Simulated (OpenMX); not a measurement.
The system is Sr.

```
Sr
1.0
    -2.43500    2.43500    2.43500
     2.43500   -2.43500    2.43500
     2.43500    2.43500   -2.43500
Sr
1
Direct
  0.00000 0.00000 0.00000
```

This isn't the form of Sr at room conditions, which is fcc.

```yaml
Program: OpenMX 3.8.5
Task: single point
Functional: PBE
Potentials_or_basis: OpenMX 2013 PBE set, Sr10.0-s3p2d2, grid cutoff 260 Ry
k_mesh: 9 × 9 × 9
Occupations: fermi-dirac, width 0.05 eV
Spin: no spin polarisation
```

On this cell: pressure -0.5 GPa; band gap on the k mesh none (metal or under the smearing width).

The same run follows on a disturbed copy (cell strained at random at fixed volume):

```xyz
1
Lattice="-2.3802 2.4776 2.4247 2.3779 -2.5186 2.4635 2.3656 2.5040 -2.4657" Properties=species:S:1:pos:R:3 pbc="T T T"
Sr   -0.0510   -0.0162    0.0820
```

Question: What changes?

Answer: The energy (extrapolated to zero smearing) moves by +0.9 meV/atom; pressure -0.5 GPa; band gap on the k mesh none (metal or under the smearing width).

Caveats: the cell was measured hot, at 901 K; the basis of atomic orbitals isn't converged, which shifts pressures, moduli and gaps.
